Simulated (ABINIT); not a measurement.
Runs of ABINIT 10.8.3 (patched build) on TiO2. The structure is tetragonal, space group P4_2/mnm (No. 136). The conventional cell has a = 4.600 Å, b = 4.600 Å, c = 2.959 Å, α = 90.00°, β = 90.00°, γ = 90.00°. Ti (site symmetry mmm) has 6 O at 1.95 to 1.98 Å as nearest neighbours. Around O (site symmetry m2m) lie 3 Ti at 1.95 to 1.98 Å. The cell is a database's computed one.

```csv
level,potentials or basis,k mesh,cutoff (eV),fine-grid cutoff,mesh quality,gap on the mesh (eV),pressure (GPa),largest force (eV/Å)
PBEsol,JTH PAW PBE v2.0,6 × 6 × 9,626,1224.51 eV,not flagged,1.82,-2.2,0.05
r2SCAN,JTH PAW PBE v2.0,5 × 5 × 8,762,1360.57 eV,not flagged,2.20,0.1,0.04
LDA,JTH PAW LDA v2.0,6 × 6 × 9,626,1224.51 eV,not flagged,(a),(c),0.12
TB-mBJ,JTH PAW LDA v2.0,3 × 3 × 4,762,1360.57 eV,coarse,(b),-,-
```

Alike in all rows: task band structure; no spin polarisation; cell as given; smearing fermi-dirac 0.05 eV.

Question: Estimate the missing entries.

Answer: (a) 1.77; (b) 2.48; (c) -8.8.

Caveats: some runs use coarse meshes; the atomic spheres overlap; the PAW data sets were made with another functional, which shifts forces and pressure a little (some runs); the constant c of TB-mBJ comes from the pseudo density here, which moves gaps by up to 0.3 eV between sets of potentials (some runs).

Runs at the PBE level aren't shown here.
